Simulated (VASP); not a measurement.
# Ge (Fd-3m) in VASP: phonons with LDA

Aim: the phonons of Ge with LDA.

All numbers are computed with VASP 6.6.1; they aren't measurements. Logs are shortened: lines on timing, memory, paths and dates and some standing lists are left out, and cuts for length are marked.

## (1) The structure

Symmetry: Fd-3m, No. 227, cubic system. The conventional cell has a = 5.658 Å, b = 5.658 Å, c = 5.658 Å, α = 90.00°, β = 90.00°, γ = 90.00°. Ge (site symmetry -43m) has 4 Ge at 2.45 Å as nearest neighbours.

The cell was built by a generator and needn't be a form met in nature.

## (2) Phonons, LDA

POSCAR reads:

```
Ge
1.0
    0.0000000000      2.8290000000      2.8290000000
    2.8290000000      0.0000000000      2.8290000000
    2.8290000000      2.8290000000      0.0000000000
Ge
2
Direct
    0.0000000000      0.0000000000      0.0000000000
    0.2500000000      0.2500000000      0.2500000000
```

INCAR.step1 reads:

```
SYSTEM = Ge
PREC = Accurate ; ENCUT = 600
EDIFF = 1E-8 ; ISMEAR = -1
SIGMA = 0.03 ; LREAL = .FALSE.
LASPH = .TRUE. ; NELM = 100
ALGO = Normal ; ISIF = 2
LWAVE = .FALSE. ; LCHARG = .FALSE.
GGA = CA ; NELECT = 27.94294
KPAR = 2 ; IBRION = 2
NSW = 40 ; EDIFFG = -0.002
```

INCAR.step2 reads:

```
SYSTEM = Ge
PREC = Accurate ; ENCUT = 600
EDIFF = 1E-8 ; ISMEAR = -1
SIGMA = 0.03 ; LREAL = .FALSE.
LASPH = .TRUE. ; NELM = 100
ALGO = Normal ; ISIF = 2
LWAVE = .FALSE. ; LCHARG = .FALSE.
GGA = CA ; NELECT = 27.94294
KPAR = 2 ; IBRION = 8
NSW = 1
```

KPOINTS reads:

```
Automatic mesh
0
G
  24 24 24
  0 0 0
```

Potentials or basis: VASP PAW LDA potentials, release 64 (Ge_d).

Started as:

```
> cat potpaw_LDA.64/Ge_d/POTCAR > POTCAR
> cp INCAR.step1 INCAR
> mpirun -np 2 vasp_std > vasp.out
> cp CONTCAR POSCAR
> cp INCAR.step2 INCAR
> mpirun -np 2 vasp_std > vasp.out
```

OUTCAR:

```text
SYSTEM = Ge
   PREC = Accurate
   ENCUT = 600
   EDIFF = 1E-8
   ISMEAR = -1
   LREAL = .FALSE.
   LASPH = .TRUE.
   NELM = 100
   ISIF = 2
   GGA = CA
   NELECT = 27.94294
   IBRION = 8
   NSW = 1

 ion  position               nearest neighbor table
   1  0.000  0.000  0.000-   2 2.45   2 2.45   2 2.45   2 2.45
   2  0.250  0.250  0.250-   1 2.45   1 2.45   1 2.45   1 2.45

  LATTYP: Found a face centered cubic cell.
 ALAT       =     5.6580000000

  Lattice vectors:

 A1 = (   0.0000000000,   2.8290000000,   2.8290000000)
 A2 = (   2.8290000000,   0.0000000000,   2.8290000000)
 A3 = (   2.8290000000,   2.8290000000,   0.0000000000)

Analysis of symmetry for initial positions (statically):
=====================================================================
 Subroutine PRICEL returns:
 Original cell was already a primitive cell.

 Routine SETGRP: Setting up the symmetry group for a
 face centered cubic supercell.

 Subroutine GETGRP returns: Found 48 space group operations
 (whereof 24 operations were pure point group operations)
 out of a pool of 48 trial point group operations.

The static configuration has the point symmetry T_d .
 The point group associated with its full space group is O_h .

Analysis of symmetry for dynamics (positions and initial velocities):
=====================================================================
 Subroutine PRICEL returns:
 Original cell was already a primitive cell.

 Routine SETGRP: Setting up the symmetry group for a
 face centered cubic supercell.

 Subroutine GETGRP returns: Found 48 space group operations
 (whereof 24 operations were pure point group operations)
 out of a pool of 48 trial point group operations.

The dynamic configuration has the point symmetry T_d .
 The point group associated with its full space group is O_h .

 Subroutine INISYM returns: Found 48 space group operations
 (whereof 24 operations are pure point group operations),
 and found     1 'primitive' translations

----------------------------------------------------------------------------------------

                                     Primitive cell

  volume of cell :      45.2823

  direct lattice vectors                    reciprocal lattice vectors
     0.000000000  2.829000000  2.829000000    -0.176740898  0.176740898  0.176740898
     2.829000000  0.000000000  2.829000000     0.176740898 -0.176740898  0.176740898
     2.829000000  2.829000000  0.000000000     0.176740898  0.176740898 -0.176740898

  length of vectors
     4.000810168  4.000810168  4.000810168     0.306124215  0.306124215  0.306124215

  position of ions in fractional coordinates (direct lattice)
     0.000000000  0.000000000  0.000000000
     0.250000000  0.250000000  0.250000000

  ion indices of the primitive-cell ions
   primitive index   ion index
                 1           1
                 2           2

----------------------------------------------------------------------------------------

 KPOINTS: Automatic mesh

Automatic generation of k-mesh.
 Grid dimensions read from file:
 generate k-points for:   24   24   24

 Generating k-lattice:

  Cartesian coordinates                     Fractional coordinates (reciprocal lattice)
    -0.007364204  0.007364204  0.007364204     0.041666667  0.000000000  0.000000000
     0.007364204 -0.007364204  0.007364204     0.000000000  0.041666667  0.000000000
     0.007364204  0.007364204 -0.007364204     0.000000000  0.000000000  0.041666667

  Length of vectors
     0.012755176  0.012755176  0.012755176

  Shift w.r.t. Gamma in fractional coordinates (k-lattice)
     0.000000000  0.000000000  0.000000000

 Subroutine IBZKPT returns following result:
 ===========================================

 Found    413 irreducible k-points:

 Following reciprocal coordinates:
            Coordinates               Weight
  0.000000  0.000000  0.000000      1.000000
  0.041667  0.000000  0.000000      8.000000
  0.083333  0.000000  0.000000      8.000000
  0.125000  0.000000  0.000000      8.000000
  0.166667  0.000000  0.000000      8.000000
  0.208333  0.000000  0.000000      8.000000
[... 16 lines left out ...]
  0.416667  0.041667  0.000000     24.000000
  0.458333  0.041667  0.000000     24.000000
 [... further k-points ...]
   k-points           NKPTS =    413   k-points in BZ     NKDIM =    413   number of bands    NBANDS=     18
   number of dos      NEDOS =    301   number of ions     NIONS =      2
   total plane-waves  NPLWV =  32768
   dimension x,y,z NGX =    32 NGY =   32 NGZ =   32
   dimension x,y,z NGXF=    64 NGYF=   64 NGZF=   64
   ions per type =               2
   NGX,Y,Z   is equivalent  to a cutoff of  13.30, 13.30, 13.30 a.u.
   NGXF,Y,Z  is equivalent  to a cutoff of  26.59, 26.59, 26.59 a.u.
 SYSTEM =  Ge
   PREC   = accura    normal or accurate (medium, high low for compatibility)
   ISTART =      0    job   : 0-new  1-cont  2-samecut
   ICHARG =      2    charge: 1-file 2-atom 10-const
   ISPIN  =      1    spin polarized calculation?
   LNONCOLLINEAR =      F non collinear calculations
   LSORBIT =      F    spin-orbit coupling
   LASPH  =      T    aspherical Exc in radial PAW
   ENCUT  =  600.0 eV  44.10 Ry    6.64 a.u.   7.99  7.99  7.99*2*pi/ulx,y,z
   NELM   =    100;   NELMIN=  2; NELMDL=  0     # of ELM steps
   EDIFF  = 0.1E-07   stopping-criterion for ELM
   LREAL  =      F    real-space projection
   EDIFFG = 0.1E-06   stopping-criterion for IOM
   NSW    =      1    number of steps for IOM
   IBRION =      8    ionic relax: 0-MD 1-quasi-New 2-CG
   NFREE  =      0    steps in history (QN), initial steepest desc. (CG)
   ISIF   =      2    stress and relaxation
   ISYM   =      2    0-nonsym 1-usesym 2-fastsym
   POTIM  = 0.5000    time-step for ionic-motion
   TEBEG  =    0.0;   TEEND  =   0.0 temperature during run
   PSTRESS=    0.0 pullay stress
   NELECT =      27.9429    total number of electrons
   NUPDOWN=      -1.0000    fix difference up-down
   EMIN   =  10.00;   EMAX   =-10.00  energy-range for DOS
   EFERMI =   0.00;   METHOD = LEGACY
   ISMEAR =    -1;   SIGMA  =   0.03  broadening in eV -4-tet -1-fermi 0-gaus
   EFERMI_NEDOS =   21; number of points for ismear=-14 and -15
   IALGO  =     38    algorithm
   IMIX   =      4    mixing-type and parameters
     AMIX     =   0.40;   BMIX     =  1.00
     AMIX_MAG =   1.60;   BMIX_MAG =  1.00
  volume/ion in A,a.u.               =      22.64       152.79
  Fermi-wavevector in a.u.,A,eV,Ry     =   1.393764  2.633832 26.430380  1.942578
  Thomas-Fermi vector in A             =   2.517379
   LORBIT       =      0    0 simple, 1 ext, 2 COOP (PROOUT), +10 PAW based schemes
   GGA     = CA    functional components
   LHFCALC =     F    Hartree Fock is set to
   AEXX    =    0.0000 exact exchange contribution
   IVDW    =     0    specifies the selected vdW correction
   LEPSILON=     F    determine dielectric tensor
   LRPA    =     F    only Hartree local field effects (RPA)
 non-spin polarized calculation
  energy-cutoff  :      600.00
  volume of cell :       45.28
 maximum number of plane-waves:      1540
   NGX = 15   NGY = 15   NGZ = 15

--------------------------------------- Ionic step        1  -------------------------------------------

 number of electron      27.9429413 magnetization

 Free energy of the ion-electron system (eV)
  ---------------------------------------------------
  ext. energy  EPLUGINS =         0.00000000
  ---------------------------------------------------
  free energy    TOTEN  =       -10.64295328 eV

  energy without entropy =      -10.64233193  energy(sigma->0) =      -10.64264261

 E-fermi :   4.2548     XC(G=0): -10.2689

 val. band max:        4.2440100154   @ k =   0.0833   0.0833   0.0000
 cond. band min:       4.2640929541   @ k =  -0.1667   0.0833   0.0000
 fundamental gap:      0.0200829387
 Fermi energy:         4.2548079357

 k-point     1 :       0.0000    0.0000    0.0000
  band No.  band energies     occupation
      1     -20.2531      2.00000
      2     -20.2531      2.00000
      3     -20.2531      2.00000
      4     -20.2159      2.00000
      5     -20.2159      2.00000
      6     -20.0059      2.00000
[... 481 lines left out ...]
      5     -20.1725      2.00000
      6     -20.0436      2.00000
[... 10 lines left out ...]
     17       8.5832      0.00000
     18      11.8451      0.00000

 [... further k-points ...]

------------------------ aborting loop because EDIFF is reached ----------------------------------------

  FORCE on cell =-STRESS in cart. coord.  units (eV):
  Direction    XX          YY          ZZ          XY          YZ          ZX
  --------------------------------------------------------------------------------------
  -------------------------------------------------------------------------------------
  Total       -0.8736848     -0.8736848     -0.8736848      0.0000000     -0.0000000     -0.0000000
  in kB      -30.9126708    -30.9126708    -30.9126708      0.0000000     -0.0000000     -0.0000000
  external PRESSURE =     -30.9126708 kB  Pullay stress =       0.0000000 kB

 VOLUME and BASIS-vectors are now :
 -----------------------------------------------------------------------------
  energy-cutoff  :      600.00
  volume of cell :       45.28
      direct lattice vectors                 reciprocal lattice vectors
     0.000000000  2.829000000  2.829000000    -0.176740898  0.176740898  0.176740898
     2.829000000  0.000000000  2.829000000     0.176740898 -0.176740898  0.176740898
     2.829000000  2.829000000  0.000000000     0.176740898  0.176740898 -0.176740898

 POSITION                                       TOTAL-FORCE (eV/Angst)
 -----------------------------------------------------------------------------------
      0.00000      0.00000      0.00000        -0.000000      0.000000     -0.000000
      1.41450      1.41450      1.41450         0.000000     -0.000000      0.000000
 -----------------------------------------------------------------------------------
    total drift:                               -0.000000      0.000000      0.000000

  FREE ENERGIE OF THE ION-ELECTRON SYSTEM (eV)
  ---------------------------------------------------
  free  energy   TOTEN  =       -10.6429532804 eV

  energy  without entropy=      -10.6423319303  energy(sigma->0) =      -10.64264261

[... ionic steps 2 to 3 ...]

--------------------------------------- Ionic step        4  -------------------------------------------

 Free energy of the ion-electron system (eV)
  ---------------------------------------------------
  ---------------------------------------------------
  free energy    TOTEN  =        -0.19586454 eV

  energy without entropy =       -0.19586454

------------------------ aborting loop because EDIFF is reached ----------------------------------------

 INTERNAL STRAIN TENSOR  FOR ION    1  DIRECTION 1   (eV/Angst):
 -----------------------------------------------------------------------------
    -0.00253 -0.00000  0.00000
    -0.00000  0.00177  8.02735
     0.00000  8.02735  0.00177

 INTERNAL STRAIN TENSOR FOR ION    2 for displacements in x,y,z  (eV/Angst):
          X           Y           Z          XY          YZ          ZX
  --------------------------------------------------------------------------------
  x    -0.00000    -0.00000    -0.00000     0.00000    -8.02735    -0.00000
  y    -0.00000     0.00000    -0.00000    -0.00000     0.00000    -8.02735
  z    -0.00000    -0.00000    -0.00000    -8.02735    -0.00000     0.00000

 SECOND DERIVATIVES (NOT SYMMETRIZED)
 ------------------------------------
               1X          1Y          1Z          2X          2Y          2Z
  1X    -9.587904    0.000000    0.000000    9.587904    0.000000    0.000000
  1Y     0.000000   -9.587904    0.000000    0.000000    9.587904    0.000000
  1Z     0.000000    0.000000   -9.587904    0.000000    0.000000    9.587904
  2X     9.587904    0.000000    0.000000   -9.587904    0.000000    0.000000
  2Y     0.000000    9.587904    0.000000    0.000000   -9.587904    0.000000
  2Z     0.000000    0.000000    9.587904    0.000000    0.000000   -9.587904

 Eigenvectors and eigenvalues of the dynamical matrix
 ----------------------------------------------------

   1 f  =    8.033954 THz    50.478821 2PiTHz  267.983857 cm-1    33.225749 meV
             X         Y         Z           dx          dy          dz
      0.000000  0.000000  0.000000     0.000000   -0.707107    0.000000
      1.414500  1.414500  1.414500     0.000000    0.707107    0.000000
[... 21 lines left out ...]
   6 f  =    0.000000 THz     0.000000 2PiTHz    0.000000 cm-1     0.000000 meV
             X         Y         Z           dx          dy          dz
      0.000000  0.000000  0.000000     0.000000    0.000000    0.707107
      1.414500  1.414500  1.414500     0.000000    0.000000    0.707107

--------------------------------------------------------------------------------------------------------

 ELASTIC MODULI CONTR FROM IONIC RELAXATION (kBar)
 Direction    XX          YY          ZZ          XY          YZ          ZX
 --------------------------------------------------------------------------------
 XX          -0.0000     -0.0000     -0.0000     -0.0000     -0.0000     -0.0000
 YY          -0.0000     -0.0000     -0.0000     -0.0000     -0.0000      0.0000
 ZZ          -0.0000     -0.0000     -0.0000     -0.0000     -0.0000     -0.0000
 XY          -0.0000     -0.0000     -0.0000   -237.7951      0.0000      0.0000
 YZ          -0.0000     -0.0000     -0.0000      0.0000   -237.7951      0.0000
 ZX          -0.0000      0.0000     -0.0000      0.0000      0.0000   -237.7951
 --------------------------------------------------------------------------------
```

It took 16 min on 2 MPI ranks of AMD EPYC 9R45 (Zen 5), shared host; peak memory 3.2 GiB.

What came out:

```yaml
Highest_phonon_frequency_at_Γ: 268 cm⁻¹
```

Phonon frequencies in cm⁻¹ (negative: imaginary):
| q point | frequencies |
| --- | --- |
| (0.000, 0.000, 0.000) | 0 0 0 268 268 268 |

Caveat: the cell is charged against a uniform background, so pressure and absolute levels hang on convention.
